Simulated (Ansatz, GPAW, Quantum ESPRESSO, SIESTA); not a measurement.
## As: 6 runs at one level of theory

```
As
1.0
     1.88080    1.08588    3.51406
    -1.88080    1.08588    3.51406
     0.00000   -2.17176    3.51406
As
2
Direct
  0.22600 0.22600 0.22600
  0.77400 0.77400 0.77400
```

Alike in all runs: task band structure; functional PBEsol; k mesh 9 × 9 × 9; occupations fermi-dirac, width 0.05 eV; no spin polarisation; no spin-orbit coupling. Pressure is positive in compression and, in plane waves, holds the error of the finite cutoff, which Ansatz's Pulay term estimates and takes out.

```
                                                                                      program and potentials  plane-wave cutoff (eV)                                                  notes  pressure (GPa)  largest force (eV/Å)
                                                           GPAW, PAW data sets generated for this functional                     600                 5 valence electrons an atom on average            0.50                 0.425
                                                                   Ansatz, PAW datasets made for the crystal                     240                 5 valence electrons an atom on average            0.28                 0.368
SIESTA, files PseudoDojo sr-pbesol-0.4.1-standard, DZP (energy shift 0.003 Ry; two zetas on semicore shells)                       -  atomic basis; 15 valence electrons an atom on average            2.42                 0.817
                                                                           Quantum ESPRESSO, GBRV 1.5 PBEsol                     612                 5 valence electrons an atom on average            0.75                 0.448
                                                              Ansatz, all-electron LAPW, scalar-relativistic                       -                                                      -            0.28                 0.368
                                                       Quantum ESPRESSO, PseudoDojo 0.4.1 SR PBEsol standard                    1143                15 valence electrons an atom on average            0.33                 0.375
```

Force on atom 1 (As), eV/Å:

```json
{"program and potentials": "GPAW, PAW data sets generated for this functional", "x": "0.000", "y": "0.000", "z": "0.425"}
{"program and potentials": "Ansatz, PAW datasets made for the crystal", "x": "0.000", "y": "0.000", "z": "0.368"}
{"program and potentials": "SIESTA, files PseudoDojo sr-pbesol-0.4.1-standard, DZP (energy shift 0.003 Ry; two zetas on semicore shells)", "x": "0.000", "y": "0.000", "z": "0.817"}
{"program and potentials": "Quantum ESPRESSO, GBRV 1.5 PBEsol", "x": "0.000", "y": "0.000", "z": "0.448"}
{"program and potentials": "Ansatz, all-electron LAPW, scalar-relativistic", "x": "0.000", "y": "0.000", "z": "0.368"}
{"program and potentials": "Quantum ESPRESSO, PseudoDojo 0.4.1 SR PBEsol standard", "x": "0.000", "y": "0.000", "z": "0.375"}
```

The pressure spans 0.28 (Ansatz, PAW datasets made for the crystal) to 2.42 GPa (SIESTA, files PseudoDojo sr-pbesol-0.4.1-standard, DZP (energy shift 0.003 Ry; two zetas on semicore shells)), with all-electron results at 0.28. Rows in atomic bases carry the error of their basis and grid, which can be large.

Differences between rows come from potentials, basis sets and numerical settings, since the functional is the same but for its coding. Runs on potential files found faulty are left out.
